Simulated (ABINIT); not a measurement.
Pd:

```
CELL_PARAMETERS angstrom
0.00000 1.94650 1.94650
1.94650 0.00000 1.94650
1.94650 1.94650 0.00000
ATOMIC_POSITIONS crystal
Pd 0.00000 0.00000 0.00000
```

Base run:

| Property | Result |
| --- | --- |
| Program | ABINIT 10.8.3 (patched build) |
| Functional | PBE |
| Potentials or basis | SPMS NC PBE v1.0 |
| Cutoff | 898 eV |
| k mesh | 12 × 12 × 12 |
| Occupations | fermi-dirac, width 0.05 eV |
| Spin | no spin polarisation |

Its results: band gap on the k mesh none (metal or under the smearing width); pressure 7.8 GPa.

Problem. The run is repeated on the same cell with these changes: potentials or basis from SPMS NC PBE v1.0 to Ansatz NC PBE; cutoff from 898 eV to 1116 eV. What comes out?

Solution. Band gap on the k mesh none (metal or under the smearing width); pressure 6.9 GPa.

Not every run made on this cell is shown here.
